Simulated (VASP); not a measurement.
# Ti: relaxation of cell and atoms with LDA

Crystal: Ti.

```
CELL_PARAMETERS angstrom
-1.58197 1.58197 1.58197
1.58197 -1.58197 1.58197
1.58197 1.58197 -1.58197
ATOMIC_POSITIONS crystal
Ti 0.00000 0.00000 0.00000
```

This isn't the form of Ti at room conditions, which is hcp.

* Program: VASP 6.6.1
* Task: relaxation of cell and atoms
* Functional: LDA
* Potentials or basis: VASP PAW LDA potentials, release 64 (Ti_sv)
* Cutoff: 600 eV
* k mesh: 16 × 16 × 16
* Occupations: methfessel-paxton, width 0.1 eV
* Spin: no spin polarisation
* Further INCAR settings: ALGO = Normal; EDIFF = 1e-07; IBRION = 2; EDIFFG = -0.005; NSW = 90; ISIF = 3

```yaml
Pressure_after_relaxing: 0.0 GPa
Band_gap_on_the_k_mesh: none (metal or under the smearing width)
```

Final structure:
```xyz
1
Lattice="-1.5820 1.5820 1.5820 1.5820 -1.5820 1.5820 1.5820 1.5820 -1.5820" Properties=species:S:1:pos:R:3 pbc="T T T"
Ti    0.0000    0.0000    0.0000
```

Levels at points of the mesh, in eV from the Fermi level:
```
           k point  band 3  band 4  band 5  band 6  band 7  band 8  band 9  band 10
(0.00, 0.00, 0.00)  -31.77  -31.77   -6.05    1.02    1.02    1.02    3.01     3.01
(0.50, 0.00, 0.00)  -32.06  -31.78   -2.69   -0.54    1.56    3.01    3.40     4.78
(0.50, 0.50, 0.50)  -32.40  -32.40   -2.44   -2.44    4.37    4.37    4.37     9.18
```

Run time: 19 s on 1 thread of Intel(R) Xeon(R) Platinum 8488C (Sapphire Rapids) (shared host), peak memory 0.15 GiB.

Caveat: the relaxation stopped at its first step, so nothing moved.
